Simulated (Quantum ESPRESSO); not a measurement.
**Ge: phonons with PW91**

Crystal: Ge.

```
CELL_PARAMETERS angstrom
2.71047 0.00000 0.00000
0.00000 2.71047 0.00000
0.00000 0.00000 2.71047
ATOMIC_POSITIONS crystal
Ge 0.00000 0.00000 0.00000
```

The cell was built by a generator and needn't be a form met in nature.

- Program: Quantum ESPRESSO 7.5
- Task: phonons
- Functional: PW91
- Potentials or basis: GBRV 1.5 PBE
- Cutoff: 612 eV
- Density cutoff: 4898 eV
- k mesh: 8 × 8 × 8
- Occupations: cold, width 0.2 eV
- Spin: no spin polarisation
- Mixing beta: 0.5
- Most SCF iterations: 120
- SCF threshold: 2e-10 Ry

```json
{
  "Relaxed volume": "20.19 Å³/atom",
  "Relaxed cell": "a = 2.723 Å, b = 2.723 Å, c = 2.723 Å, α = 90.00°, β = 90.00°, γ = 90.00°",
  "Space group after relaxing (to 0.05 Å)": "Pm-3m (No. 221)",
  "Pressure after relaxing": "0.0 GPa",
  "Band gap on the k mesh": "none (metal or under the smearing width)",
  "Highest phonon frequency at the q point run": "161 cm⁻¹",
  "Most unstable mode": "23i cm⁻¹"
}
```

The path:
| step | energy change (eV) | largest force (eV/Å) | pressure (GPa) | volume (Å³) |
| --- | --- | --- | --- | --- |
| 1 | 0.0000 | 0.0000 | 0.93 | 19.91 |
| 2 | -0.0005 | 0.0000 | 0.61 | 20.01 |
| 3 | -0.0007 | 0.0000 | 0.25 | 20.11 |
| 4 | -0.0008 | 0.0000 | 0.01 | 20.19 |
| 5 | -0.0008 | 0.0000 | 0.01 | 20.19 |

Final structure:
```
Ge
1.0
     2.72285    0.00000    0.00000
     0.00000    2.72285    0.00000
     0.00000    0.00000    2.72285
Ge
1
Direct
  0.00000 0.00000 0.00000
```

Levels at points of the mesh, in eV from the Fermi level:
```
              k point  band 4  band 5  band 6  band 7  band 8  band 9  band 10  band 11
   (0.00, 0.00, 0.00)  -24.42  -24.42  -12.59    6.53    6.53    6.53    10.01    10.01
  (0.00, 0.00, -0.50)  -24.47  -24.41   -8.96   -5.42    9.30    9.30    13.12    15.18
 (0.00, -0.50, -0.50)  -24.47  -24.34   -5.13   -2.43   -2.43    3.32    12.00    19.36
(-0.50, -0.50, -0.50)  -24.34  -24.34   -0.74    0.36    0.36    0.36     6.96     6.96
```

Phonon frequencies in cm⁻¹ (negative: imaginary):
| q point | frequencies |
| --- | --- |
| (0.500, 0.500, 0.000) | -23 161 161 |

Phonon modes at q = (0.500, 0.500, 0.000) in reciprocal lattice units:
```tsv
mode	symmetry	cm⁻¹
1	A_2u	-23
2	E_u	161
3	E_u	161
```

Run time: 61 s on 1 thread of Arm Neoverse V2, on a shared host, peak memory 0.09 GiB.

Caveat: the mesh is thin for the phonons of a metal; the potentials were made for another functional, which shifts forces and pressure; some modes are imaginary.
